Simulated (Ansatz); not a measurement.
Input and command of a calculation in Ansatz (plane waves; scalar-relativistic PAW potentials unless the input names others):

```yaml
crystal:
  lattice:
    - [3.385443639, 0.0, 0.0]
    - [0.0, 3.2952743658, 0.0]
    - [0.0, 0.0, 3.2952743658]
  atoms:
    - { symbol: Ta, position: [0.0, 0.0, 0.0] }
    - { symbol: Ta, position: [0.5, 0.5, 0.5] }
kpoints:
  mp_grid: { grid: [16, 16, 16] }
hamiltonian:
  xc: pbe
  pseudopotentials: { kind: nc, accuracy: standard }
scf:
  occupations: { method: gaussian, width: 0.1 }
output:
  forces: true
  eigenvalues: true
  stress: true
```

```bash
ansatz run input.yaml --threads 1 --pin off --max-ram 2560MiB --backend cpu --events-out ev --progress --plain --runs-dir out
```

Abridged log:
```
Basis set: ecut = 789.130201 eV, 1863 PW (Γ), exchange–correlation on 64×64×64 points (8 copies of the dense FFT grid, shifted against one another)
Bands: 17, of which v1, the nominal top of the filled ones, is band 13 counted from 1 (12 counted from 0)
Symmetry: 32 space group operations
k-points: 405 of 4096
SCF iter   1: F=—  HF=-3543.361513 eV  |F-HF|=—  |Δ(HF+E_count)|=         —  Δρ=4.19e-2  dr2=6.97e-1  ethr=3.10e-3  ⟨swp⟩=5.8  Hψ=34454  notcnv=0
SCF iter   2: F=—  HF=-3543.199191 eV  |F-HF|=—  |Δ(HF+E_count)|=   1.62e-1  Δρ=2.57e-2  dr2=2.48e-1  ethr=2.68e-3  ⟨swp⟩=2.0  Hψ=11534  notcnv=0  defer=102
SCF iter   3: F=—  HF=-3543.117717 eV  |F-HF|=—  |Δ(HF+E_count)|=   8.15e-2  Δρ=1.53e-3  dr2=5.27e-4  ethr=9.52e-4  ⟨swp⟩=3.1  Hψ=13062  notcnv=0  defer=102
SCF iter   4: F=—  HF=-3543.117605 eV  |F-HF|=—  |Δ(HF+E_count)|=   1.13e-4  Δρ=3.40e-4  dr2=8.55e-6  ethr=2.03e-6  ⟨swp⟩=2.0  Hψ=12043  notcnv=0  defer=102
SCF iter   5: F=—  HF=-3543.117618 eV  |F-HF|=—  |Δ(HF+E_count)|=   1.31e-5  Δρ=3.60e-5  dr2=1.95e-7  ethr=3.29e-8  ⟨swp⟩=2.1  Hψ=12141  notcnv=0  defer=102
SCF iter   6: F=-3543.117618 eV  HF=-3543.117618 eV  |F-HF|=1.47e-9  |Δ(HF+E_count)|=   3.24e-8  Δρ=4.33e-6  dr2=2.21e-9  ethr=3.85e-10  ⟨swp⟩=7.8  Hψ=38014  notcnv=0
SCF 1 converged in 6 iterations: F = -3543.117618 eV  dr2 = 2.21e-9
SCF converged after 6 iterations
Free energy (F): -3543.117618 eV
Harris-Foulkes:  -3543.117618 eV  (|F-HF|=1.47e-9)
Internal energy: -3543.102892 eV  (E = F + TS)
E sigma→0 (E₀):  -3543.110255 eV
Entropy (-TS):   -0.014726 eV (-7.363 meV/atom)
Fermi energy:    18.029472 eV
--- Forces (eV/Å), atoms counted from 1 ---
  atom   1  Ta     0.00000000     0.00000000     0.00000000
  atom   2  Ta     0.00000000     0.00000000     0.00000000
--- Stress (GPa, compression-positive) ---
       -2.641375       0.000000       0.000000
        0.000000      -0.041032       0.000000
        0.000000       0.000000      -0.041032
  P = ⅓ Tr σ = -0.9078 GPa (-9.078 kbar)
```

Apart from outputs, empty bands and the relaxation, which only the reference makes, the input differs from a reference run on usual settings in hamiltonian.pseudopotentials: not typed → {"kind": "nc", "accuracy": "standard"}; basis.ecutwfc: 420 → not typed. The reference, at the same geometry, ended its own course with pressure -0.88 GPa, largest force 0.000 eV/Å, no gap on the mesh. This run converged in 6 SCF iterations with a total energy on another zero, pressure -0.91 GPa, largest force 0.000 eV/Å, no gap on the mesh.

The run took 13 s on 1 thread of Intel(R) Xeon(R) 6975P-C (Granite Rapids), with other jobs on the host, peak memory 0.66 GiB.